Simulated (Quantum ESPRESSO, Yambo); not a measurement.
Planning a run of Yambo 5.3.0 on SiC (P6_3mc). The input:

```
optics
chi
dipoles
Chimod= "IP"
% QpntsRXd
 1 | 1 |
%
% BndsRnXd
 1 | 138 |
%
NGsBlkXd= 1 RL
% EnRngeXd
 0 | 30 | eV
%
% DmRngeXd
 0.2 | 0.2 | eV
%
ETStpsXd= 301
% LongDrXd
 1 | 0 | 0 |
%
```

```sh
OMP_NUM_THREADS=1 mpirun -n 4 yambo -F optics2.in -J optics2 -C optics2 > optics2.log
```

The stored states that it reads are on a 9×9×2 mesh. Symmetry: P6_3mc, No. 186, hexagonal system. The conventional cell has a = 3.077 Å, b = 3.077 Å, c = 15.098 Å, α = 90.00°, β = 90.00°, γ = 120.00°. Nearest to Si lie 4 C at 1.88 to 1.89 Å. Nearest to Si lie 4 C at 1.89 Å. Nearest to C lie 4 Si at 1.88 to 1.89 Å. Nearest to C lie 4 Si at 1.89 Å. Farther neighbours are not listed.

**Question.** How long will it take on 4 MPI ranks of Arm Neoverse V1, shared host, and how much memory?

It took 21 s; on shared hardware allow 11 s to 42 s. Peak host memory was 1.2 GiB.

[Paths, hosts, dates, memory and timing lines, banners, echoed tables and standing remarks are left out of the program output.]

[Logs are printed without paths, hosts, clocks, repeated set-up lines and the standing remarks that a program may print on its own settings, such as how far it seeks lower states.]

[Runs of the session that timed out or met a known fault of the program may be left out.]

[Hosts, paths, dates, database ids (printed as entryN), source tags and the programs' standing remarks are cut or masked in the printed files.]
